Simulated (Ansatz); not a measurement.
Straining Br

Computed with Ansatz 0.2.0, DFT PBE, scalar-relativistic, plane waves, PAW. Run with 420 eV cutoff, 16×12×6 k-mesh, Gaussian smearing of 0.10 eV, no spin polarisation.

The relaxed crystal:

```yaml
crystal:
  lattice:
    - [2.61717, 0.00000, 0.00000]
    - [0.00000, 3.40224, 0.00000]
    - [0.00000, 0.00000, 8.87666]
  atoms:
    - { symbol: Br, position: [0.00000, 0.00000, 0.00000] }
    - { symbol: Br, position: [0.50000, 0.50000, 0.50000] }
```

Deformation: uniaxial strain along c, with the lengths of a and b and the atoms relaxed and the angles held, all within the symmetry that the strain leaves. Energies are extrapolated to zero smearing. Stress is positive in compression, on the Cartesian axes of the cell above. The reference was relaxed within its own symmetry and isn't a minimum along this strain. On this cell's mesh the reference holds a stress of up to 0.82 GPa.

| strain (%) | ΔE (meV/atom) | a (Å) | b (Å) | c (Å) | σxx (GPa) | σyy (GPa) | σzz (GPa) |
| --- | --- | --- | --- | --- | --- | --- | --- |
| -2.0 | -12.9 | 2.551 | 3.889 | 8.699 | 0.00 | 0.00 | -0.02 |
| -1.0 | -12.9 | 2.551 | 3.888 | 8.788 | 0.00 | 0.00 | -0.03 |
| +0.0 | 0.0 | 2.617 | 3.402 | 8.877 | -0.82 | 0.45 | 0.00 |
| +1.0 | -12.7 | 2.551 | 3.879 | 8.965 | -0.01 | 0.01 | -0.04 |

This form isn't the element's structure at ambient conditions.

3 further runs of this set didn't finish or converge.